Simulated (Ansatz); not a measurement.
# Band structure of AlAs

```
Al As
1.0
     0.00000    2.83040    2.83040
     2.83040    0.00000    2.83040
     2.83040    2.83040    0.00000
Al As
1 1
Direct
  0.00000 0.00000 0.00000
  0.75000 0.75000 0.75000
```

Atom numbers follow the list: Al1, As2.

The conventional cell has a = 5.661 Å, b = 5.661 Å, c = 5.661 Å, α = 90.00°, β = 90.00°, γ = 90.00°. Al (atom 1) has 4 As at 2.45 Å as nearest neighbours. As (atom 2) is surrounded by 4 Al at 2.45 Å.

The cell is COD entry 1540257, as deposited and not checked against the literature; nothing was relaxed.

Level of theory: DFT, PBE, all-electron LAPW, scalar-relativistic (Ansatz 0.2.0).

Numerical set-up: a Γ-centred 10×10×10 k mesh, Fermi–Dirac smearing of 0.05 eV, basis error target 0.5 meV/atom, no spin polarisation.

Points in fractions of the reciprocal vectors of this cell: Γ (0, 0, 0), X (-0.5, -0.5, 0), U (-0.375, -0.375, 0.25), K (-0.375, 0, 0.375), L (0, 0, 0.5), W (-0.5, -0.25, 0.25). The path joins them by straight lines in the order Γ–X–U–K–Γ–L–W–X; legs that retrace an earlier one aren't tabulated. Energies are in eV from the top of the valence band.

(1) Is there a gap, and where are the band edges?

(2) List the levels between -5 and 4 eV at the symmetry points.

Answers

(1) 1.44 eV, indirect from Γ to X (-0.5, -0.5, 0).

(2) 
Γ: 0.00 (×3), 2.05
X: -2.17 (×2), 1.44, 2.30
U: -3.41, -1.80, 2.25
K: -3.41, -1.80, 2.25
L: -0.82 (×2), 2.15
W: -3.17, -2.82
